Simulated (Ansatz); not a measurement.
# How the vibrations of Li₂S change with volume

These are results of DFT PBE, scalar-relativistic, plane waves, PAW (Ansatz), not measurements. Settings: 420 eV plane-wave cutoff, Γ-centred 8×8×8 mesh, fixed occupations. No spin polarisation. Phonons by linear response, acoustic sum rule imposed.

The cell, relaxed at this level:
```cif
data_structure
_symmetry_space_group_name_H-M 'Fm-3m'
_symmetry_Int_Tables_number 225
_cell_length_a 5.7057
_cell_length_b 5.7057
_cell_length_c 5.7057
_cell_angle_alpha 90.000
_cell_angle_beta 90.000
_cell_angle_gamma 90.000
_cell_volume 185.75
loop_
_atom_site_label
_atom_site_type_symbol
_atom_site_symmetry_multiplicity
_atom_site_Wyckoff_symbol
_atom_site_fract_x
_atom_site_fract_y
_atom_site_fract_z
_atom_site_occupancy
Li1 Li 8 c 0.25000 0.75000 0.75000 1
S1 S 4 a 0.00000 0.00000 0.00000 1
```

Cells at 0.98 and 1.02 times the equilibrium volume were relaxed in shape and atoms; γ = −d ln ν / d ln V, modes matched by rank.

Question: Give the optical frequencies at Γ without the LO field (cm⁻¹) at the three volumes and the mode Grüneisen parameters.

Answer:
| 0.98 V | V | 1.02 V | γ | degeneracy |
| --- | --- | --- | --- | --- |
| 331 | 319 | 307 | 1.88 | 3 |
| 382 | 372 | 363 | 1.26 | 3 |

Question: What pressures hold the two strained cells, and what bulk modulus follows?

Answer: 0.85 GPa at 0.98 V and -0.78 GPa at 1.02 V, so B = −dP/d ln V ≈ 41 GPa.

Question: How does the gap respond?

Answer: It is 3.38, 3.39 and 3.41 eV at 0.98, 1 and 1.02 V: dE_g/d ln V = 0.6 eV.

Question: And the dielectric constants (a third of the trace)?

Answer: ε∞: 3.89, 3.87, 3.86; ε0: 7.5, 7.8, 8.0, in order of rising volume.